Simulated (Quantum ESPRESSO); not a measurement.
# Ag2O under changes of volume

One of the cells (17.503 Å³/atom); the others are scaled copies at fixed shape and fractional positions:

```xyz
6
Lattice="4.7180 0.0000 0.0000 0.0000 4.7180 0.0000 0.0000 0.0000 4.7180" Properties=species:S:1:pos:R:3 pbc="T T T"
Ag    3.5385    1.1795    3.5385
Ag    3.5385    3.5385    1.1795
Ag    1.1795    3.5385    3.5385
Ag    1.1795    1.1795    1.1795
O     2.3590    2.3590    2.3590
O     0.0000    0.0000    0.0000
```

* Program: Quantum ESPRESSO 7.5
* Functional: PBE
* Potentials or basis: SSSP 1.3 efficiency PBE
* Cutoff: 816 eV
* Density cutoff: 5987 eV
* k mesh: 6 × 6 × 6
* Occupations: fermi-dirac, width 0.05 eV
* Spin: no spin polarisation

```tsv
volume (Å³/atom)	energy over the lowest point (meV/atom)	pressure (GPa)
16.453	72.49	11.9
16.803	49.02	9.4
17.153	?	?
17.503	17.29	5.1
17.853	7.95	3.3
18.204	2.33	1.7
18.554	0.00	0.3
```

What does the run at 17.153 Å³/atom give?

Energy over the lowest point 30.80 meV/atom; pressure 7.1 GPa.

Worked out: A Birch-Murnaghan fit of order 3 (a polynomial in V^(-2/3)) to the other rows has its minimum at 18.65 Å³/atom, just outside them, with B0 = V·E''(V) = 69 GPa and B' = 5.2. It gives 30.81 meV/atom at 17.153 Å³/atom, against the run's 30.80, and -dE/dV = 7.2 GPa, against 7.1.

Energies are extrapolated to zero smearing.
